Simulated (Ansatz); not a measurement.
# SiO2: the cost of one run

Program: Ansatz 0.2.0. Level of theory: DFT PBE, scalar-relativistic, plane waves, PAW. These are calculated values, not measurements.

3 further runs of the same task are left out: 3 set aside as unsound or not needed.

## Step 1: The starting structure

The structure is tetragonal, space group I-42d (No. 122). Conventional cell: a = 5.026 Å, b = 5.026 Å, c = 7.372 Å, α = 90.00°, β = 90.00°, γ = 90.00°. Si (site symmetry -4) has 4 O at 1.63 Å in its first shell of neighbours. O (site symmetry 2) is surrounded by 2 Si at 1.63 Å.

Structure file:

```cif
data_structure
_symmetry_space_group_name_H-M 'P 1'
_symmetry_Int_Tables_number 1
_cell_length_a 5.1203
_cell_length_b 5.1203
_cell_length_c 5.1203
_cell_angle_alpha 121.211
_cell_angle_beta 121.211
_cell_angle_gamma 87.915
_cell_volume 93.12
loop_
_atom_site_label
_atom_site_type_symbol
_atom_site_fract_x
_atom_site_fract_y
_atom_site_fract_z
_atom_site_occupancy
Si1 Si 0.00000 0.00000 0.00000 1
Si2 Si 0.75000 0.25000 0.50000 1
O1 O 0.37500 0.21748 0.34248 1
O2 O 0.96748 0.62500 0.84248 1
O3 O 0.78252 0.12500 0.15752 1
O4 O 0.87500 0.03252 0.65752 1
```

It goes back to an entry of the Materials Project, which need not be the stable form.

It is the result of an earlier relaxation at this level (volume 15.52 Å³/atom; gap on the mesh: 5.74 eV).

The host's static dielectric tensor, from an earlier linear-response run, has a mean of 3.95.

## Step 2: Host supercell without the defect

input.yaml reads:

```yaml
crystal:
  lattice:
    - [-5.0262973161, 5.0262973161, 0.0]
    - [-5.0262973161, -5.0262973161, 0.0]
    - [0.0, 0.0, 7.3717411703]
  atoms:
    - { symbol: Si, position: [0.0, 0.5, 0.5] }
    - { symbol: Si, position: [0.5, 0.5, 0.0] }
    - { symbol: Si, position: [0.5, 1.0, 0.5] }
    - { symbol: Si, position: [0.0, 1.0, 0.0] }
    - { symbol: Si, position: [0.75, 0.25, 0.25] }
    - { symbol: Si, position: [0.25, 0.25, 0.75] }
    - { symbol: Si, position: [0.25, 0.75, 0.25] }
    - { symbol: Si, position: [0.75, 0.75, 0.75] }
    - { symbol: O, position: [0.5787606923, 0.3287606923, 0.125] }
    - { symbol: O, position: [0.0787606923, 0.3287606923, 0.625] }
    - { symbol: O, position: [0.0787606923, 0.8287606923, 0.125] }
    - { symbol: O, position: [0.5787606923, 0.8287606923, 0.625] }
    - { symbol: O, position: [0.6712393077, 0.0787606923, 0.375] }
    - { symbol: O, position: [0.1712393077, 0.0787606923, 0.875] }
    - { symbol: O, position: [0.1712393077, 0.5787606923, 0.375] }
    - { symbol: O, position: [0.6712393077, 0.5787606923, 0.875] }
    - { symbol: O, position: [0.8287606923, 0.4212393077, 0.375] }
    - { symbol: O, position: [0.3287606923, 0.4212393077, 0.875] }
    - { symbol: O, position: [0.3287606923, 0.9212393077, 0.375] }
    - { symbol: O, position: [0.8287606923, 0.9212393077, 0.875] }
    - { symbol: O, position: [0.9212393077, 0.1712393077, 0.125] }
    - { symbol: O, position: [0.4212393077, 0.1712393077, 0.625] }
    - { symbol: O, position: [0.4212393077, 0.6712393077, 0.125] }
    - { symbol: O, position: [0.9212393077, 0.6712393077, 0.625] }
basis:
  ecutwfc: 420
  xc_grid: 2
kpoints:
  mp_grid: { grid: [2, 2, 2], shift: [0.5, 0.5, 0.5] }
hamiltonian:
  xc: pbe
scf:
  occupations: { method: gaussian, width: 0.01 }
output:
  forces: true
  stress: true
  eigenvalues: true
```

On the command line:

```console
$ ansatz run input.yaml --threads 4 --pin off --max-ram 10240MiB --backend cpu --events-out ev --progress --plain --runs-dir out
```

**Question.** How long does this run take on 4 threads of Arm Neoverse V1, shared host, and how much memory does it need?

About 1.2 s, with a peak of 0.47 GiB.
